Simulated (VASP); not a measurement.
The system is BaTiO3 (Barioperovskite).

```
Ba Ti O
1.0
     3.98550    0.00000    0.00000
     0.00000    2.83690    2.84515
     0.00000   -2.83690    2.84515
Ba Ti O
1 1 3
Cartesian
  0.0000 0.0000 0.0000
  1.9928 0.0000 2.9157
  1.9928 1.3804 4.2594
  1.9928 -1.3804 4.2594
  0.0000 0.0000 2.7735
```

Base run:

```yaml
Program: VASP 6.6.1
Functional: HSE03
Potentials_or_basis: VASP PAW PBE potentials, release 64 (Ba_sv, Ti_sv, O)
Cutoff: 520 eV
k_mesh: 4 × 4 × 4
Occupations: gaussian, width 0.02 eV
Spin: no spin polarisation
```

Its results: band gap on the k mesh 3.00 eV, indirect (least direct gap 3.21 eV); pressure -1.2 GPa; largest force 0.399 eV/Å.

**Question.** After a change of settings the same cell gave: band gap on the k mesh 3.27 eV, indirect (least direct gap 3.46 eV); pressure -1.5 GPa; largest force 0.411 eV/Å. Which change was it?
A. functional from HSE03 to r2SCAN; k mesh from 4 × 4 × 4 to 8 × 8 × 8
B. functional from HSE03 to HSE06
C. functional from HSE03 to PBE0

**Answer.** B.

Caveats: the PAW data sets were made with another functional, which shifts forces and pressure a little; spin-orbit coupling is left out, which moves the levels of the heavy elements.
